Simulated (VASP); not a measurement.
# GeF2 (Fm-3m): band edges, masses and strain, part 3 of 8

Wanted: where the band edges of GeF2 lie, how heavy the carriers are and how strain moves the gap. The cell is generated by rule, not measured, and may not be a known phase.

VASP 6.6.1, plane waves and PAW; the level of theory is named at each step.

So far, least gap on mesh and path (eV): step 3 (bands on a dense mesh, LDA) 3.09; step 5 (bands with spin-orbit coupling, LDA, spin-orbit coupling) 3.09.

## Step 6: Effective masses with spin-orbit coupling

Level of this step: LDA, spin-orbit coupling; plane waves and PAW (Ge_d, F); invented cell (VASP).

The masses are taken again with the coupling, at the edges of the step before.

The input, INCAR:

```
SYSTEM = GeF2
PREC = Accurate
ENCUT = 520
EDIFF = 1E-08
NELM = 100
ISMEAR = 0
SIGMA = 0.02
LREAL = .FALSE.
ALGO = Normal
GGA = CA
LNONCOLLINEAR = .TRUE.
MAGMOM = 0 0 0 0 0 0 0 0 0
NBANDS = 40
GGA_COMPAT = .FALSE.
LASPH = .TRUE.
LSORBIT = .TRUE.
LORBIT = 11
LWAVE = .FALSE.
LCHARG = .FALSE.
KPAR = 4
```

The input, POSCAR:

```
GeF2
1.0
    0.0000000000      2.4738300000      2.4738300000
    2.4738300000      0.0000000000      2.4738300000
    2.4738300000      2.4738300000      0.0000000000
Ge F
1 2
Direct
    0.0000000000      0.0000000000      0.0000000000
    0.2500000000      0.2500000000      0.2500000000
    0.7500000000      0.7500000000      0.7500000000
```

The input, KPOINTS:

```
Automatic mesh
0
Gamma
10 10 10
0 0 0
```

The input, KPOINTS_OPT:

```
points round the band edges
26
Reciprocal
  0.5000000000   0.2500000000   0.7500000000 1
  0.3333333300   0.0000000000   0.3333333300 1
  0.5000000000   0.2468502218   0.7468502218 1
  0.5000000000   0.2531497782   0.7531497782 1
  0.4968502218   0.2500000000   0.7468502218 1
  0.5031497782   0.2500000000   0.7531497782 1
  0.4968502218   0.2468502218   0.7500000000 1
  0.5031497782   0.2531497782   0.7500000000 1
  0.5000000000   0.2381883318   0.7381883318 1
  0.5000000000   0.2618116682   0.7618116682 1
  0.4881883318   0.2500000000   0.7381883318 1
  0.5118116682   0.2500000000   0.7618116682 1
  0.4881883318   0.2381883318   0.7500000000 1
  0.5118116682   0.2618116682   0.7500000000 1
  0.3333333300  -0.0031497782   0.3301835518 1
  0.3333333300   0.0031497782   0.3364831082 1
  0.3301835518   0.0000000000   0.3301835518 1
  0.3364831082   0.0000000000   0.3364831082 1
  0.3301835518  -0.0031497782   0.3333333300 1
  0.3364831082   0.0031497782   0.3333333300 1
  0.3333333300  -0.0118116682   0.3215216618 1
  0.3333333300   0.0118116682   0.3451449982 1
  0.3215216618   0.0000000000   0.3215216618 1
  0.3451449982   0.0000000000   0.3451449982 1
  0.3215216618  -0.0118116682   0.3333333300 1
  0.3451449982   0.0118116682   0.3333333300 1
```

PAW data sets: Ge_d and F (LDA family, release 64).

On the command line:

```sh
> mpirun -np 4 vasp_ncl
```

What it wrote:

```text
[... set-up lines as in an earlier step ...]
 entering main loop
       N       E                     dE             d eps       ncg     rms          rms(c)
[... 11 cycles as in an earlier step ...]
DAV:  12    -0.146148093260E+02    0.24361E-06   -0.12811E-05  5600   0.120E-01    0.630E-03
DAV:  13    -0.146148097077E+02   -0.38166E-06   -0.33245E-06  4072   0.180E-02    0.259E-03
DAV:  14    -0.146148096655E+02    0.42160E-07   -0.29119E-07  5720   0.221E-02    0.450E-04
DAV:  15    -0.146148096700E+02   -0.44961E-08   -0.58275E-08  4880   0.542E-03
   1 F= -.14614810E+02 E0= -.14614810E+02  d E =-.232247E-13  mag=     0.0000    -0.0000     0.0000
 Start KPOINTS_OPT (optional k-point list driver)
k-point batch [1-26\26]
       N       E                     dE             ncg
DAV:   1     0.196872996578E+04   -0.22733E+05     2944
DAV:   2    -0.511617635292E+04   -0.70849E+04     2104
DAV:   3    -0.644183905130E+04   -0.13257E+04     2320
DAV:   4    -0.651442457568E+04   -0.72586E+02     2400
DAV:   5    -0.651579896347E+04   -0.13744E+01     2288
DAV:   6    -0.651583202176E+04   -0.33058E-01     2440
DAV:   7    -0.651583309539E+04   -0.10736E-02     2272
DAV:   8    -0.651583313721E+04   -0.41822E-04     2464
DAV:   9    -0.651583313904E+04   -0.18323E-05     2256
DAV:  10    -0.651583313913E+04   -0.86778E-07     2152
DAV:  11    -0.651583313913E+04   -0.40018E-08     1536
```

It took 43 s on 4 MPI ranks of AMD EPYC 9R14 (Zen 4), shared host; peak memory 1.1 GiB.

From OUTCAR (step 6):

```text
   NELECT =      28.0000    total number of electrons

 E-fermi :   6.0369

 k-point     1 :       0.0000    0.0000    0.0000
  band No.  band energies     occupation
    ...
     24       0.7719      1.00000
     25       0.7719      1.00000
     26       0.7719      1.00000
     27       1.2776      1.00000
     28       1.2776      1.00000
     29      10.5774      0.00000
     30      10.5774      0.00000
     31      10.9009      0.00000
     32      10.9009      0.00000
     33      10.9009      0.00000
    ...

  Total        8.8079715      8.8079715      8.8079715      0.0000000     -0.0000000      0.0000000
  in kB      466.0654742    466.0654742    466.0654742      0.0000000     -0.0000000      0.0000000
  external PRESSURE =     466.0654742 kB  Pullay stress =       0.0000000 kB

 POSITION                                       TOTAL-FORCE (eV/Angst)
 -----------------------------------------------------------------------------------
      0.00000      0.00000      0.00000         0.000000     -0.000000     -0.000000
      1.23691      1.23691      1.23691         0.000000      0.000000     -0.000000
      3.71075      3.71075      3.71075        -0.000000     -0.000000      0.000000
 -----------------------------------------------------------------------------------
    total drift:                                0.000000      0.000000      0.000000

  FREE ENERGIE OF THE ION-ELECTRON SYSTEM (eV)
  ---------------------------------------------------
  free  energy   TOTEN  =       -14.6148096700 eV

  energy  without entropy=      -14.6148096700  energy(sigma->0) =      -14.61480967

 Spin-Orbit-Coupling matrix elements
 Ion:    1  E_soc:     -0.0095321
 Ion:    2  E_soc:     -0.0004309
 Ion:    3  E_soc:     -0.0004309

 magnetization (x)
# of ion       s       p       d       tot
------------------------------------------
    1       -0.000   0.000   0.000  -0.000
    2        0.000  -0.000   0.000  -0.000
    3       -0.000   0.000   0.000   0.000
--------------------------------------------------
tot          0.000   0.000   0.000   0.000

 magnetization (y)
# of ion       s       p       d       tot
------------------------------------------
    1        0.000   0.000   0.000   0.000
    2        0.000  -0.000   0.000  -0.000
    3        0.000   0.000   0.000   0.000
--------------------------------------------------
tot          0.000  -0.000   0.000  -0.000

 magnetization (z)
# of ion       s       p       d       tot
------------------------------------------
    1       -0.000   0.000   0.000   0.000
    2       -0.000  -0.000   0.000  -0.000
    3        0.000   0.000   0.000   0.000
--------------------------------------------------
tot         -0.000   0.000   0.000   0.000

[... 9 parts as in an earlier step ...]

[... 8 further parts left out ...]
```

Numbers from this step:

```yaml
scf_cycles: 15
pressure: 46.61 GPa
```

The spin moment in the PAW sphere vanishes on all atoms.

On-site spin-orbit energy by atom:

| atom | on-site spin-orbit energy (eV) |
| --- | --- |
| Ge1 | -0.0095 |
| F2 | -0.0004 |
| F3 | -0.0004 |

Central differences; holes have negative curvature. Effective masses along the Cartesian axes:

| edge | band from the gap | direction | step (Å⁻¹) | mass (electron masses) |
| --- | --- | --- | --- | --- |
| VBM | -1 | x | 0.008 | -1.048 |
| VBM | -2 | x | 0.008 | -1.048 |
| VBM | -1 | y | 0.008 | -28.69 |
| VBM | -2 | y | 0.008 | -28.69 |
| VBM | -1 | z | 0.008 | -28.69 |
| VBM | -2 | z | 0.008 | -28.69 |
| VBM | -1 | x | 0.03 | -1.05 |
| VBM | -2 | x | 0.03 | -1.05 |
| VBM | -1 | y | 0.03 | -28.39 |
| VBM | -2 | y | 0.03 | -28.39 |
| VBM | -1 | z | 0.03 | -28.39 |
| VBM | -2 | z | 0.03 | -28.39 |
| CBM | 1 | x | 0.008 | 0.499 |
| CBM | 2 | x | 0.008 | 0.499 |
| CBM | 1 | y | 0.008 | 0.7678 |
| CBM | 2 | y | 0.008 | 0.7678 |
| CBM | 1 | z | 0.008 | 0.499 |
| CBM | 2 | z | 0.008 | 0.499 |
| CBM | 1 | x | 0.03 | 0.4982 |
| CBM | 2 | x | 0.03 | 0.4982 |
| CBM | 1 | y | 0.03 | 0.7633 |
| CBM | 2 | y | 0.03 | 0.7633 |
| CBM | 1 | z | 0.03 | 0.4982 |
| CBM | 2 | z | 0.03 | 0.4982 |

(Continued in part 4 of 8.)

[Lines on the potential files, build, host, timing and source positions are cut from VASP's logs without a mark.]

[Logs are printed without paths, hosts, clocks, repeated set-up lines and the standing remarks that a program may print on its own settings, such as how far it seeks lower states.]

[Hosts, paths, dates, database ids (printed as entryN), source tags and the programs' standing remarks are cut or masked in the printed files.]

[In band tables of VASP the shares of atoms and orbitals are scaled to a sum of 1 inside the atoms' spheres.]

[Gaps and slopes under strain along one axis are those of the sampled path and mesh points; where strain splits equal valleys, another of them can be the edge.]
